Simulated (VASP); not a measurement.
SiC:

```
CELL_PARAMETERS angstrom
0.00000 2.11927 2.11927
2.11927 0.00000 2.11927
2.11927 2.11927 0.00000
ATOMIC_POSITIONS crystal
Si 0.00000 0.00000 0.00000
C 0.50000 0.50000 0.50000
```

The cell was built by a generator and needn't be a form met in nature.

```yaml
Program: VASP 6.6.1
Task: relaxation of cell and atoms
Functional: r2SCAN
Potentials_or_basis: VASP PAW PBE potentials, release 64 (Si, C)
Cutoff: 600 eV
k_mesh: 12 × 12 × 12
Occupations: gaussian, width 0.03 eV
Spin: no spin polarisation
```

At the start: pressure -28.4 GPa; volume 9.52 Å³/atom.

How do energy, volume and symmetry change on relaxing?

Over 4 steps the energy falls by 140.0 meV/atom and the volume is 8.15 Å³/atom (-14.4 %); space group Fm-3m (No. 225, to 0.05 Å).

Step by step:
| step | energy change (eV) | largest force (eV/Å) | pressure (GPa) | volume (Å³) |
| --- | --- | --- | --- | --- |
| 1 | 0.0000 | 0.0000 | -28.38 | 19.04 |
| 2 | -0.1298 | 0.0000 | 33.84 | 14.76 |
| 3 | -0.2798 | 0.0000 | -0.60 | 16.35 |
| 4 | -0.2799 | 0.0000 | 0.18 | 16.30 |

Final structure:
```
Si C
1.0
     0.00000    2.01225    2.01225
     2.01225    0.00000    2.01225
     2.01225    2.01225    0.00000
Si C
1 1
Direct
  0.00000 0.00000 0.00000
  0.50000 0.50000 0.50000
```

Caveat: the PAW data sets were made with another functional, which shifts forces and pressure a little.
